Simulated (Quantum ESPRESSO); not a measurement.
Crystal: Ti.

```
Ti
1.0
     2.95000    0.00000    0.00000
    -1.47500    2.55477    0.00000
     0.00000    0.00000    4.68000
Ti
2
Direct
  0.66667 0.33333 0.75000
  0.33333 0.66667 0.25000
```

Base run:

- Program: Quantum ESPRESSO 7.5
- Functional: PBE
- Potentials or basis: SSSP 1.3 efficiency PBE
- Cutoff: 748 eV
- Density cutoff: 5987 eV
- k mesh: 10 × 10 × 6
- Occupations: fermi-dirac, width 0.05 eV
- Spin: no spin polarisation

Its results: band gap on the k mesh none (metal or under the smearing width); pressure -1.5 GPa.

Question: After a change of settings the same cell gave: band gap on the k mesh none (metal or under the smearing width); pressure -5.6 GPa. Which change was it?
A. potentials or basis from SSSP 1.3 efficiency PBE to JTH 2.0 PBE; cutoff from 748 eV to 490 eV; density cutoff from 5987 eV to 2939 eV; k mesh from 10 × 10 × 6 to 8 × 8 × 4
B. potentials or basis from SSSP 1.3 efficiency PBE to PseudoDojo 0.4.1 SR PBE standard; cutoff from 748 eV to 1143 eV; density cutoff from 5987 eV to 4572 eV
C. functional from PBE to LDA; potentials or basis from SSSP 1.3 efficiency PBE to PseudoDojo 0.4.1 SR LDA standard; cutoff from 748 eV to 1143 eV; density cutoff from 5987 eV to 4572 eV
D. functional from PBE to PBEsol; potentials or basis from SSSP 1.3 efficiency PBE to PseudoDojo 0.4.1 SR PBEsol standard; cutoff from 748 eV to 1143 eV; density cutoff from 5987 eV to 4572 eV

Answer: D.

Not every run made on this cell is shown here.
